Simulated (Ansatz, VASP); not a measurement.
# CdTe: VASP beside Ansatz

```
CELL_PARAMETERS angstrom
0.00000 3.21167 3.21167
3.21167 0.00000 3.21167
3.21167 3.21167 0.00000
ATOMIC_POSITIONS crystal
Cd 0.00000 0.00000 0.00000
Te 0.25000 0.25000 0.25000
```

Alike in both runs: functional r2SCAN; k mesh 8 × 8 × 8; occupations fermi-dirac, width 0.02 eV; no spin polarisation.

Ansatz relaxed the structure, and its values are those at the end. VASP's run is a single point on that final structure, the one shown.

|  | VASP | Ansatz |
| --- | --- | --- |
| version | VASP 6.6.1 | Ansatz 0.2.0 |
| potentials or method | VASP PAW PBE potentials, release 64 (Cd, Te) | PAW plane waves |
| plane-wave cutoff (eV) | 520 | 500 |
| valence electrons in the cell | 18 | 36 |

Ansatz gave:

| Quantity | Value |
| --- | --- |
| gap on the k mesh at the Fermi level (eV) | 1.36 |
| pressure (GPa) | 2.9 |

Question: Which values does VASP return?

Answer: gap on the k mesh at the Fermi level (eV): 1.36; pressure (GPa): 3.0.

The two sets of potentials don't hold the same shells in valence. Ansatz warned: «stress_scf_threshold_loose».

Caveats: the PAW data sets were made with another functional, which shifts forces and pressure a little (VASP); spin-orbit coupling is left out, which moves the levels of the heavy elements. r2SCAN opens gaps a little over a GGA but as a rule still falls short of measured ones.
